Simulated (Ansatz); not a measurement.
PbS (Fm-3m) under several functionals

**Measured values to compare with.**

From a printed reference work, textbook, for a bulk crystal of PbS at 300 K: lattice constant a 5.9362 Å.

Plane-wave DFT in Ansatz with scalar-relativistic PAW potentials. The same structure was relaxed (cell and atoms, symmetry kept) in separate runs at each level. No spin polarisation.

| level | cutoff (eV) | k mesh | V (Å³/atom) | a (Å) | gap (eV) | B0 (GPa) |
| --- | --- | --- | --- | --- | --- | --- |
| PBEsol | 420 | 10×10×10 | 25.718 | 5.904 | 0.19 | – |
| PBE+D3(BJ) | 420 | 10×10×10 | 26.143 | 5.936 | 0.36 | 56 |
| PBE | 420 | 10×10×10 | 27.122 | 6.009 | 0.49 | 53 |

Task: Where does LDA (420 eV, k mesh 10×10×10) fall?

Result: V (Å³/atom) 24.976, a (Å) 5.846, gap (eV) 0.06. Its volume is the smallest of the set. The usual order of volumes, LDA < PBEsol < PBE, holds here (24.976, 25.718, 27.122 Å³/atom). As a rule LDA overbinds; PBEsol, built on the gradient expansion of slowly varying densities, lies between LDA and PBE; PBE's stronger gradient term for exchange weakens bonds. Adding D3 to PBE changes the volume by -3.6 %; the term is attractive, so it pulls cells in. B0 goes from 55.6 to 52.8 GPa as the volume grows by 3.7 %; on one curve with B' = 4.5 the volume alone, B ∝ V^(−B'), would give 47.1 GPa, and the rest of the difference is the functional's own stiffness. Each gap belongs to its own cell, so it mixes the functional's effect with that of the volume; gaps are the least found on the k mesh or on a band path.

For PBE: A measured lattice constant a of PbS is 5.9362 Å (300 K; a printed reference work, textbook); the calculated 6.009 Å misses it by +1.2 %. The calculations are for 0 K without zero-point motion.

Spin-orbit coupling is left out, which matters for the bands of heavy elements. An atom lies near a switch of its D3 coefficient C6 between reference coordination numbers, so the dispersion energy changes steeply there and can make or shift the minimum.